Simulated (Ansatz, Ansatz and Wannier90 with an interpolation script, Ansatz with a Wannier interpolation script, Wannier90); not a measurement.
Planning a run of Ansatz 0.2.0 on GaP (I-4m2). The input:

```yaml
crystal:
  lattice:
    - [0.0, 2.779755, 2.681685654]
    - [2.779755, 0.0, 2.681685654]
    - [2.779755, 2.779755, 0.0]
  atoms:
    - { symbol: Ga, position: [0.0, 0.0, 0.0] }
    - { symbol: P, position: [0.75, 0.75, 0.75] }
kpoints:
  mp_grid: { grid: [6, 6, 6] }
hamiltonian:
  xc: lda
scf:
  occupations: { method: fixed }
gw:
  n_empty_bands: 190
  ecut_chi: 160.0
  qp_bands: [v3, c2]
  screening: { model: contour_deformation }
```

```sh
ansatz run input.yaml --threads 14 --pin off --max-ram 73728MiB --backend cpu --events-out ev --progress --plain --runs-dir out
```

Question: Estimate wall time and host memory on 14 threads of Arm Neoverse V2, shared host.

It took 2 min; on shared hardware allow 59 s to 3.9 min. Peak host memory was 1.7 GiB. The sizes that set the cost: 829 plane waves a state, 30 irreducible k points, 199 bands summed, 173 plane waves in the screening and 6 SCF cycles.

The screening grows as filled bands × empty bands × pairs of k points, times the square of the screening basis for the matrix.

[Paths, hosts, dates, memory and timing lines, banners, echoed tables and standing remarks are left out of the program output.]

[Logs are printed without paths, hosts, clocks, repeated set-up lines and the standing remarks that a program may print on its own settings, such as how far it seeks lower states.]

[Runs of the session that timed out or met a known fault of the program may be left out.]

[Hosts, paths, dates, database ids (printed as entryN), source tags and the programs' standing remarks are cut or masked in the printed files.]
